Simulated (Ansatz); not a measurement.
Trial structure of Ge, not yet relaxed:

```cif
data_structure
_symmetry_space_group_name_H-M 'P-6m2'
_symmetry_Int_Tables_number 187
_cell_length_a 4.4550
_cell_length_b 4.4550
_cell_length_c 4.6514
_cell_angle_alpha 90.000
_cell_angle_beta 90.000
_cell_angle_gamma 120.000
_cell_volume 79.95
loop_
_atom_site_label
_atom_site_type_symbol
_atom_site_symmetry_multiplicity
_atom_site_Wyckoff_symbol
_atom_site_fract_x
_atom_site_fract_y
_atom_site_fract_z
_atom_site_occupancy
Ge1 Ge 1 b 0.00000 0.00000 0.50000 1
Ge2 Ge 2 i 0.66667 0.33333 0.76908 1
Ge3 Ge 1 c 0.33333 0.66667 0.00000 1
```

Computed with DFT PBE, scalar-relativistic, plane waves, PAW in Ansatz 0.2.0. Plane waves to 420 eV, a k mesh through Γ of 6×6×4 on the computed 4-atom cell and Gaussian smearing (0.10 eV); no spin polarisation.

Energies count from the standard state of Ge at the same level.

Problem. Estimate its pressure, forces and energy as it stands.

Solution. The pressure is 11.3 GPa (the mean over three directions, positive in compression), the largest force is 3.81 eV/Å, and the energy is +0.64 eV/atom against the standard state. The shortest distance is 2.15 Å.

Problem. How much does it gain on relaxing, and where does it end?

Solution. Relaxing gains about 0.38 eV/atom (the start's value is from the coarse mesh, so the gain is rough) in 20 ionic steps and ends at +0.26 eV/atom on the finer mesh. The symmetry goes from P-6m2 (No. 187) to P6_3/mmc (No. 194). The volume per atom grows by 3.0 %, from 20.0 to 20.6 Å³. The shortest distance goes from 2.15 Å (Ge–Ge) to 2.74 Å (Ge–Ge). Conventional cell: a = 3.899 Å, c = 6.253 Å. Ge on a site of symmetry -6m2 has 6 Ge at 2.74 Å; Ge on a site of symmetry -3m is surrounded by 6 Ge at 2.74 Å and 2 Ge at 3.13 Å.

The last run used a 12×12×8 mesh (in the run's order of axes) for its 4-atom cell and Gaussian smearing of 0.10 eV. The relaxation can't lower the symmetry of the start. Symmetry constrained the relaxation, so the result can be a saddle point. Another cell of Ge relaxed alike, in Pm-3m, lies 18 meV/atom lower, so this cell isn't the stable form at this level.
